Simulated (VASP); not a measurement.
Mn: single point with r2SCAN

The system is Mn.

```xyz
1
Lattice="-1.3895 1.3895 1.9685 1.3895 -1.3895 1.9685 1.3895 1.3895 -1.9685" Properties=species:S:1:pos:R:3 pbc="T T T"
Mn    0.0000    0.0000    0.0000
```

The cell was built by a generator and needn't be a form met in nature.

```
Program             : VASP 6.6.1
Task                : single point
Functional          : r2SCAN
Potentials or basis : VASP PAW PBE potentials, release 64 (Mn_pv)
Cutoff              : 520 eV
k mesh              : 10 × 10 × 10
Occupations         : gaussian, width 0.1 eV
Spin                : collinear spin, typed start
Starting moments    : [3.95] μB
```

```json
{"Pressure": "0.2 GPa", "Band gap on the k mesh": "none (metal or under the smearing width)", "Net moment": "3.75 μB per cell", "Site moments": "Mn +3.70 μB", "Valence electrons inside the program's atomic spheres": "Mn 11.54"}
```

Stress tensor (GPa, compression positive):
```
0.23 0.00 0.00
0.00 0.23 0.00
0.00 0.00 0.13
```

Levels at points of the mesh, in eV from the Fermi level:
Spin up:
| k point | band 6 | band 7 | band 8 | band 9 | band 10 | band 11 |
| --- | --- | --- | --- | --- | --- | --- |
| (0.00, 0.00, 0.00) | -2.72 | -2.72 | -1.83 | -1.82 | 18.62 | 22.17 |
| (0.50, 0.00, 0.00) | -2.81 | -1.07 | -1.06 | -0.58 | 4.43 | 17.77 |
| (0.50, 0.50, 0.00) | -1.16 | -0.85 | -0.84 | 1.53 | 7.51 | 11.70 |
| (0.50, 0.50, 0.50) | -1.16 | -0.85 | -0.85 | 1.50 | 7.47 | 11.74 |
Spin down:
```
           k point  band 3  band 4  band 5  band 6  band 7  band 8
(0.00, 0.00, 0.00)  -46.38   -7.89    1.84    1.85    1.85    3.38
(0.50, 0.00, 0.00)  -46.42   -2.30   -0.57    1.79    1.81    4.11
(0.50, 0.50, 0.00)  -46.48   -1.98   -0.71    2.12    4.22    4.25
(0.50, 0.50, 0.50)  -46.48   -1.98   -0.70    2.08    4.21    4.25
```

Run time: 120 s on 1 thread of Intel(R) Xeon(R) Platinum 8488C (Sapphire Rapids), on a shared host, peak memory 0.18 GiB.

Caveat: the PAW data sets were made with another functional, which shifts forces and pressure a little.
